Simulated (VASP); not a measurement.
# MgS (Imm2) in VASP: notebook

Runs on MgS. Level: LDA. Tasks: single point.

All numbers are computed with VASP 6.6.1; they aren't measurements. Logs are shortened: lines on timing, memory, paths and dates and some standing lists are left out, and cuts for length are marked.

## 1. The cell of the first run

It takes space group Imm2 (No. 44, orthorhombic). Conventional cell: a = 3.881 Å, b = 4.132 Å, c = 5.666 Å, α = 90.00°, β = 90.00°, γ = 90.00°. Mg (site symmetry mm2) has 4 S at 2.40 to 2.50 Å as nearest neighbours. Around S (site symmetry mm2) lie 4 Mg at 2.40 to 2.50 Å.

The cell comes from a database or a generator and needn't be the stable form of this composition.

## 2. Single point, LDA (strain +0.0625 x Voigt [0, 0, 0, 0, 0, 1], atoms carried along)

INCAR reads:

```
SYSTEM = MgS
PREC     = Accurate       ! precision mode
ENCUT    = 520            ! plane-wave cutoff, eV
EDIFF    = 1E-6           ! SCF threshold, eV
ISMEAR   = 0              ! smearing method
SIGMA    = 0.05           ! smearing width, eV
LREAL    = .False.        ! projectors in reciprocal space
LASPH    = .True.         ! aspherical terms in the spheres
NELM     = 100            ! most SCF steps
ALGO     = Normal         ! electronic algorithm
ISIF     = 2              ! what is computed and relaxed
LWAVE    = .False.        ! write WAVECAR
LCHARG   = .True.         ! write CHGCAR
LELF     = .True.         ! ELF
LVHAR    = .True.       
NBANDS   = 11             ! bands
```

KPOINTS reads:

```
Automatic mesh
0
Gamma
  8 8 8
  0 0 0
```

POSCAR reads:

```
MgS
1.0
    0.0885350015      2.8331200468      2.8331200468
    2.8331200468      0.0885350015      2.8331200468
    2.9216550483      2.9216550483      0.0000000000
Mg S
1 1
Direct
    0.0000000000      0.0000000000      0.0000000000
    0.7500000000      0.7500000000      0.7500000000
```

Potentials or basis: VASP PAW LDA potentials, release 64 (Mg, S).

Started as:

```sh
> cat potpaw_LDA.64/Mg/POTCAR potpaw_LDA.64/S/POTCAR > POTCAR
> mpirun -np 1 vasp_std > vasp.out
```

OUTCAR:

```text
SYSTEM = MgS
   PREC = Accurate
   ENCUT = 520
   EDIFF = 1E-6
   ISMEAR = 0
   LREAL = .False.
   LASPH = .True.
   NELM = 100
   ISIF = 2

 ion  position               nearest neighbor table
   1  0.000  0.000  0.000-   2 2.40   2 2.40   2 2.50   2 2.50
   2  0.750  0.750  0.750-   1 2.40   1 2.40   1 2.50   1 2.50

  LATTYP: Found a body centered orthorhombic cell.
 ALAT       =     3.8814293941
 B/A-ratio  =     1.0645161291
 C/A-ratio  =     1.4598333547

  Lattice vectors:

 A1 = (   2.8331200468,   0.0885350015,  -2.8331200468)
 A2 = (  -2.8331200468,  -0.0885350015,  -2.8331200468)
 A3 = (   0.0885350015,   2.8331200468,   2.8331200468)

Analysis of symmetry for initial positions (statically):
=====================================================================
 Subroutine PRICEL returns:
 Original cell was already a primitive cell.

 Routine SETGRP: Setting up the symmetry group for a
 body centered orthorhombic supercell.

 Subroutine GETGRP returns: Found  4 space group operations
 (whereof  4 operations were pure point group operations)
 out of a pool of  8 trial point group operations.

The static configuration has the point symmetry C_2v.

Analysis of symmetry for dynamics (positions and initial velocities):
=====================================================================
 Subroutine PRICEL returns:
 Original cell was already a primitive cell.

 Routine SETGRP: Setting up the symmetry group for a
 body centered orthorhombic supercell.

 Subroutine GETGRP returns: Found  4 space group operations
 (whereof  4 operations were pure point group operations)
 out of a pool of  8 trial point group operations.

The dynamic configuration has the point symmetry C_2v.

 Subroutine INISYM returns: Found  4 space group operations
 (whereof  4 operations are pure point group operations),
 and found     1 'primitive' translations

----------------------------------------------------------------------------------------

                                     Primitive cell

  volume of cell :      45.4361

  direct lattice vectors                    reciprocal lattice vectors
     0.088535002  2.833120047  2.833120047    -0.182176902  0.182176902  0.176483874
     2.833120047  0.088535002  2.833120047     0.182176902 -0.182176902  0.176483874
     2.921655048  2.921655048  0.000000000     0.171135877  0.171135877 -0.176483874

  length of vectors
     4.007614857  4.007614857  4.131844194     0.312287375  0.312287375  0.299535532

  position of ions in fractional coordinates (direct lattice)
     0.000000000  0.000000000  0.000000000
     0.750000000  0.750000000  0.750000000

  ion indices of the primitive-cell ions
   primitive index   ion index
                 1           1
                 2           2

----------------------------------------------------------------------------------------

 KPOINTS: Automatic mesh

Automatic generation of k-mesh.
 Grid dimensions read from file:
 generate k-points for:    8    8    8

 Generating k-lattice:

  Cartesian coordinates                     Fractional coordinates (reciprocal lattice)
    -0.022772113  0.022772113  0.022060484     0.125000000  0.000000000  0.000000000
     0.022772113 -0.022772113  0.022060484     0.000000000  0.125000000  0.000000000
     0.021391985  0.021391985 -0.022060484     0.000000000  0.000000000  0.125000000

  Length of vectors
     0.039035922  0.039035922  0.037441941

  Shift w.r.t. Gamma in fractional coordinates (k-lattice)
     0.000000000  0.000000000  0.000000000

 Subroutine IBZKPT returns following result:
 ===========================================

 Found     95 irreducible k-points:

 Following reciprocal coordinates:
            Coordinates               Weight
  0.000000  0.000000  0.000000      1.000000
  0.125000  0.000000  0.000000      4.000000
  0.250000  0.000000  0.000000      4.000000
  0.375000  0.000000  0.000000      4.000000
  0.500000  0.000000  0.000000      2.000000
  0.125000  0.125000  0.000000      2.000000
[... 16 lines left out ...]
  0.125000  0.000000  0.125000      4.000000
  0.250000  0.000000  0.125000      8.000000
 [... further k-points ...]
   k-points           NKPTS =     95   k-points in BZ     NKDIM =     95   number of bands    NBANDS=     11
   number of dos      NEDOS =    301   number of ions     NIONS =      2
   total plane-waves  NPLWV =  28800
   dimension x,y,z NGX =    30 NGY =   30 NGZ =   32
   dimension x,y,z NGXF=    60 NGYF=   60 NGZF=   64
   ions per type =               1   1
   NGX,Y,Z   is equivalent  to a cutoff of  12.44, 12.44, 12.88 a.u.
   NGXF,Y,Z  is equivalent  to a cutoff of  24.89, 24.89, 25.75 a.u.
 SYSTEM =  MgS
   PREC   = accura    normal or accurate (medium, high low for compatibility)
   ISTART =      0    job   : 0-new  1-cont  2-samecut
   ICHARG =      2    charge: 1-file 2-atom 10-const
   ISPIN  =      1    spin polarized calculation?
   LNONCOLLINEAR =      F non collinear calculations
   LSORBIT =      F    spin-orbit coupling
   LASPH  =      T    aspherical Exc in radial PAW
   ENCUT  =  520.0 eV  38.22 Ry    6.18 a.u.   7.45  7.45  7.68*2*pi/ulx,y,z
   NELM   =    100;   NELMIN=  2; NELMDL= -5     # of ELM steps
   EDIFF  = 0.1E-05   stopping-criterion for ELM
   LREAL  =      F    real-space projection
   EDIFFG = 0.1E-04   stopping-criterion for IOM
   NSW    =      0    number of steps for IOM
   IBRION =     -1    ionic relax: 0-MD 1-quasi-New 2-CG
   NFREE  =      0    steps in history (QN), initial steepest desc. (CG)
   ISIF   =      2    stress and relaxation
   ISYM   =      2    0-nonsym 1-usesym 2-fastsym
   POTIM  = 0.5000    time-step for ionic-motion
   TEBEG  =    0.0;   TEEND  =   0.0 temperature during run
   PSTRESS=    0.0 pullay stress
   NELECT =       8.0000    total number of electrons
   NUPDOWN=      -1.0000    fix difference up-down
   EMIN   =  10.00;   EMAX   =-10.00  energy-range for DOS
   EFERMI =   0.00;   METHOD = LEGACY
   ISMEAR =     0;   SIGMA  =   0.05  broadening in eV -4-tet -1-fermi 0-gaus
   EFERMI_NEDOS =   21; number of points for ismear=-14 and -15
   IALGO  =     38    algorithm
   IMIX   =      4    mixing-type and parameters
     AMIX     =   0.40;   BMIX     =  1.00
     AMIX_MAG =   1.60;   BMIX_MAG =  1.00
  volume/ion in A,a.u.               =      22.72       153.31
  Fermi-wavevector in a.u.,A,eV,Ry     =   0.917567  1.733951 11.455151  0.841930
  Thomas-Fermi vector in A             =   2.042551
   LORBIT       =      0    0 simple, 1 ext, 2 COOP (PROOUT), +10 PAW based schemes
   GGA     = CA    functional components
   LHFCALC =     F    Hartree Fock is set to
   AEXX    =    0.0000 exact exchange contribution
   IVDW    =     0    specifies the selected vdW correction
   LEPSILON=     F    determine dielectric tensor
   LRPA    =     F    only Hartree local field effects (RPA)
 non-spin polarized calculation
 Gauss-broadening in eV      SIGMA  =   0.05
  energy-cutoff  :      520.00
  volume of cell :       45.44
 maximum number of plane-waves:      1244
 NGX is ok and might be reduce to    30
   NGX = 15   NGY = 15   NGZ = 15

 number of electron       8.0000000 magnetization

 Free energy of the ion-electron system (eV)
  ---------------------------------------------------
  ext. energy  EPLUGINS =         0.00000000
  ---------------------------------------------------
  free energy    TOTEN  =        -9.35126501 eV

  energy without entropy =       -9.35126501  energy(sigma->0) =       -9.35126501

 E-fermi :   1.2350     XC(G=0):  -8.7549

 val. band max:        0.9939438285   @ k =   0.0000   0.0000   0.0000
 cond. band min:       4.0413409997   @ k =   0.0000   0.0000   0.0000
 fundamental gap:      3.0473971712
 Fermi energy:         1.2350014066

 k-point     1 :       0.0000    0.0000    0.0000
  band No.  band energies     occupation
      1     -10.3500      2.00000
      2       0.7977      2.00000
      3       0.8727      2.00000
      4       0.9939      2.00000
      5       4.0413      0.00000
      6       8.2402      0.00000
      7       8.6889      0.00000
      8       9.0933      0.00000
      9      11.6308      0.00000
     10      11.6654      0.00000
     11      14.1480      0.00000

 k-point     2 :       0.1250    0.0000    0.0000
  band No.  band energies     occupation
      1     -10.2540      2.00000
      2       0.2333      2.00000
      3       0.7431      2.00000
      4       0.8446      2.00000
      5       4.7013      0.00000
      6       8.4447      0.00000
      7       8.6797      0.00000
      8       9.0612      0.00000
      9      11.0265      0.00000
     10      11.1217      0.00000
     11      13.6745      0.00000

 k-point     3 :       0.2500    0.0000    0.0000
  band No.  band energies     occupation
      1     -10.0042      2.00000
      2      -0.9762      2.00000
      3       0.6217      2.00000
      4       0.6871      2.00000
      5       5.5090      0.00000
      6       8.5508      0.00000
      7       8.6242      0.00000
      8       9.0644      0.00000
      9      10.8951      0.00000
     10      11.2569      0.00000
     11      12.7660      0.00000

 k-point     4 :       0.3750    0.0000    0.0000
  band No.  band energies     occupation
      1      -9.7222      2.00000
      2      -1.9360      2.00000
      3       0.5127      2.00000
      4       0.5475      2.00000
      5       5.6610      0.00000
      6       8.1844      0.00000
      7       8.5870      0.00000
      8       9.1025      0.00000
      9      12.1834      0.00000
     10      12.5585      0.00000
     11      12.9802      0.00000

 k-point     5 :       0.5000    0.0000    0.0000
  band No.  band energies     occupation
      1      -9.5932      2.00000
      2      -2.3029      2.00000
      3       0.4706      2.00000
      4       0.4936      2.00000
      5       5.6228      0.00000
      6       7.9978      0.00000
      7       8.4126      0.00000
      8       9.2542      0.00000
      9      13.4088      0.00000
     10      13.7889      0.00000
     11      14.2706      0.00000
[... 211 lines left out ...]
 k-point    21 :       0.5000    0.5000    0.0000
  band No.  band energies     occupation
      1      -9.4299      2.00000
      2      -1.9970      2.00000
      3      -0.3663      2.00000
      4       0.0476      2.00000
      5       4.4973      0.00000
      6       6.3899      0.00000
      7      11.7401      0.00000
      8      12.7666      0.00000
      9      13.0363      0.00000
     10      14.7326      0.00000
     11      14.7374      0.00000

 k-point    22 :      -0.0000   -0.0000    0.1250
  band No.  band energies     occupation
      1     -10.2668      2.00000
      2       0.1139      2.00000
      3       0.8074      2.00000
      4       0.9413      2.00000
      5       4.7397      0.00000
      6       8.2038      0.00000
      7       8.7259      0.00000
      8       9.2448      0.00000
      9      11.1521      0.00000
     10      11.3090      0.00000
     11      13.7476      0.00000

 k-point    23 :       0.1250    0.0000    0.1250
  band No.  band energies     occupation
      1     -10.2302      2.00000
      2       0.1746      2.00000
      3       0.6894      2.00000
      4       0.7131      2.00000
      5       4.9472      0.00000
      6       8.0054      0.00000
      7       9.1275      0.00000
      8       9.1791      0.00000
      9      10.1644      0.00000
     10      11.8928      0.00000
     11      14.7567      0.00000

 k-point    24 :       0.2500    0.0000    0.1250
  band No.  band energies     occupation
      1     -10.0278      2.00000
      2      -0.7069      2.00000
      3       0.4977      2.00000
      4       0.5702      2.00000
      5       5.6861      0.00000
      6       7.8019      0.00000
      7       8.7303      0.00000
      8       9.4391      0.00000
      9      10.2219      0.00000
     10      11.9824      0.00000
     11      13.9110      0.00000

 [... further k-points ...]

------------------------ aborting loop because EDIFF is reached ----------------------------------------

  FORCE on cell =-STRESS in cart. coord.  units (eV):
  Direction    XX          YY          ZZ          XY          YZ          ZX
  --------------------------------------------------------------------------------------
  -------------------------------------------------------------------------------------
  Total       -0.6305400     -0.6305400     -0.6427814     -0.8824732      0.0000000      0.0000000
  in kB      -22.2342559    -22.2342559    -22.6659158    -31.1179860      0.0000000      0.0000000
  external PRESSURE =     -22.3781425 kB  Pullay stress =       0.0000000 kB

 VOLUME and BASIS-vectors are now :
 -----------------------------------------------------------------------------
  energy-cutoff  :      520.00
  volume of cell :       45.44
      direct lattice vectors                 reciprocal lattice vectors
     0.088535002  2.833120047  2.833120047    -0.182176902  0.182176902  0.176483874
     2.833120047  0.088535002  2.833120047     0.182176902 -0.182176902  0.176483874
     2.921655048  2.921655048  0.000000000     0.171135877  0.171135877 -0.176483874

 POSITION                                       TOTAL-FORCE (eV/Angst)
 -----------------------------------------------------------------------------------
      0.00000      0.00000      0.00000        -0.000000     -0.000000     -0.347498
      4.38248      4.38248      4.24968         0.000000      0.000000      0.347498
 -----------------------------------------------------------------------------------
    total drift:                                0.000001      0.000001      0.000011

  FREE ENERGIE OF THE ION-ELECTRON SYSTEM (eV)
  ---------------------------------------------------
  free  energy   TOTEN  =        -9.3512650085 eV

  energy  without entropy=       -9.3512650085  energy(sigma->0) =       -9.35126501
```

Run time: 34 s. Hardware: 1 thread of Intel Xeon Platinum 8488C (Sapphire Rapids), shared host; peak memory 0.18 GiB.

What came out:

```yaml
Free_energy: -9.3513 eV
Pressure: -2.2 GPa
Largest_force: 0.347 eV/Å
Band_gap_on_the_k_mesh: 3.05 eV, direct
```

Forces in eV/Å, atoms in the order of the input:
```
Mg   0.000  0.000 -0.347
S    0.000  0.000  0.347
```

Levels at points of the mesh, in eV from the valence-band top:
```tsv
k point	band 1	band 2	band 3	band 4	band 5	band 6	band 7	band 8
(0.00, 0.00, 0.00)	-11.34	-0.20	-0.12	0.00	3.05	7.25	7.70	8.10
(0.50, 0.00, 0.00)	-10.59	-3.30	-0.52	-0.50	4.63	7.00	7.42	8.26
(0.50, 0.50, 0.00)	-10.42	-2.99	-1.36	-0.95	3.50	5.40	10.75	11.77
(0.00, 0.00, 0.50)	-10.70	-3.33	-0.39	-0.33	4.88	7.28	7.75	8.22
(0.50, 0.00, 0.50)	-10.41	-2.99	-1.16	-1.16	3.55	5.33	10.58	11.84
```

A k mesh can miss the band edges.

## 3. Single point, LDA (strain -0.1000 x Voigt [0, 0, 0, 0, 0, 1], atoms carried along)

INCAR reads:

```
SYSTEM = MgS
  ALGO = Fast
  EDIFF = 1E-7
  ENCUT = 520
  ISIF = 2
  ISMEAR = 0
  LASPH = .TRUE.
  LCHARG = .FALSE.
  LREAL = .FALSE.
  LWAVE = .FALSE.
  NBANDS = 11
  NELM = 100
  PREC = Accurate
  SIGMA = 0.05
```

KPOINTS reads:

```
k-points
0
G
  8 8 8
  0 0 0
```

POSCAR reads:

```
MgS
1.0
   -0.1416560023      2.8331200468      2.8331200468
    2.8331200468     -0.1416560023      2.8331200468
    2.6914640445      2.6914640445      0.0000000000
Mg S
1 1
Direct
    0.0000000000      0.0000000000      0.0000000000
    0.7500000000      0.7500000000      0.7500000000
```

Potentials or basis: VASP PAW LDA potentials, release 64 (Mg, S).

Started as:

```sh
> cat potpaw_LDA.64/Mg/POTCAR potpaw_LDA.64/S/POTCAR > POTCAR
> mpirun -np 1 vasp_std > vasp.out
```

Wall time 40 s (1 thread of Intel Xeon Platinum 8488C (Sapphire Rapids), shared host); peak memory 0.17 GiB.

The run converged. Its results:

* Free energy: -9.3089 eV
* Pressure: -1.8 GPa
* Largest force: 0.566 eV/Å
* Band gap on the k mesh: 2.93 eV, direct

Forces in eV/Å, atoms in the order of the input:
```
Mg   0.000  0.000  0.566
S    0.000  0.000 -0.566
```

Stress tensor (GPa, compression positive):
```
-1.77  5.02  0.00
 5.02 -1.77  0.00
 0.00  0.00 -1.87
```

Levels at points of the mesh, in eV from the valence-band top:
```csv
k point,band 1,band 2,band 3,band 4,band 5,band 6,band 7,band 8,band 9
"(0.00, 0.00, 0.00)",-11.43,-0.32,-0.22,0.00,2.93,6.94,7.68,8.31,10.57
"(0.50, 0.00, 0.00)",-10.81,-3.43,-0.45,-0.32,4.88,7.16,7.93,8.10,12.05
"(0.50, 0.50, 0.00)",-10.51,-3.08,-1.55,-0.88,3.36,5.43,10.65,11.65,12.09
"(0.00, 0.00, 0.50)",-10.63,-3.37,-0.64,-0.62,4.48,6.74,7.37,8.19,12.31
"(0.50, 0.00, 0.50)",-10.48,-3.08,-1.24,-1.22,3.48,5.26,10.30,11.71,12.13
```
